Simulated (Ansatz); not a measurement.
The calculation used DFT PBE, scalar-relativistic, plane waves, PAW (Ansatz 0.2.0). All cells share a 420 eV cutoff and Γ-centred k meshes spaced at most about 0.3 Å⁻¹ (about 0.25 or finer for metals, 2π included). No spin polarisation.

All energies are static (0 K, no zero-point motion).

Task: Order these relaxed structures of Be₂H₃ by energy, lowest first, with the energy over the lowest of them.
1.

```cif
data_structure
_symmetry_space_group_name_H-M 'Pm'
_symmetry_Int_Tables_number 6
_cell_length_a 2.2513
_cell_length_b 3.1601
_cell_length_c 6.5346
_cell_angle_alpha 90.000
_cell_angle_beta 93.350
_cell_angle_gamma 90.000
_cell_volume 46.41
loop_
_atom_site_label
_atom_site_type_symbol
_atom_site_symmetry_multiplicity
_atom_site_Wyckoff_symbol
_atom_site_fract_x
_atom_site_fract_y
_atom_site_fract_z
_atom_site_occupancy
Be1 Be 1 b 0.01924 0.50000 0.11312 1
Be2 Be 1 a 0.97460 0.00000 0.85060 1
H1 H 1 a 0.01107 0.00000 0.06523 1
H2 H 1 a 0.45206 0.00000 0.71778 1
H3 H 1 b 0.54303 0.50000 0.25327 1
```

2.

```cif
data_structure
_symmetry_space_group_name_H-M 'P4/mmm'
_symmetry_Int_Tables_number 123
_cell_length_a 5.7721
_cell_length_b 5.7721
_cell_length_c 2.3159
_cell_angle_alpha 90.000
_cell_angle_beta 90.000
_cell_angle_gamma 90.000
_cell_volume 77.16
loop_
_atom_site_label
_atom_site_type_symbol
_atom_site_symmetry_multiplicity
_atom_site_Wyckoff_symbol
_atom_site_fract_x
_atom_site_fract_y
_atom_site_fract_z
_atom_site_occupancy
Be1 Be 4 m 0.27516 0.00000 0.50000 1
H1 H 2 f 0.00000 0.50000 0.00000 1
H2 H 4 n 0.81642 0.50000 0.00000 1
```

Result: 1 (0 meV/atom), 2 (883 meV/atom). Forms: cell 1 Pm; cell 2 P4/mmm. Counting H atoms around Be (those within 1.25 times the shortest such distance or 1.15 times the sum of covalent radii; a plus sign parts nearer from farther groups; a slash parts the counts of unlike sites): cell 1 has Be 3/2+2; cell 2 has Be 2+4. Origin: cell 1, invented, then shaken at random and relaxed again; cell 2, invented. The lowest form computed isn't among them: it has space group P1 (No. 1), 7.9 Å³/atom and lies 44 meV/atom below the best shown. Even the lowest of the cells shown lies +0.12 eV/atom against the elements.

Weakly bound directions are ill-defined at this level, which has no dispersion term (Pm), and this can change margins and order among such cells. With hydrogen, zero-point motion can shift such differences by 10 meV/atom or more. Cells relaxed within their symmetry can be saddle points. Some structure types and database cells were kept out of the candidates from the start, so a known form may be missing.
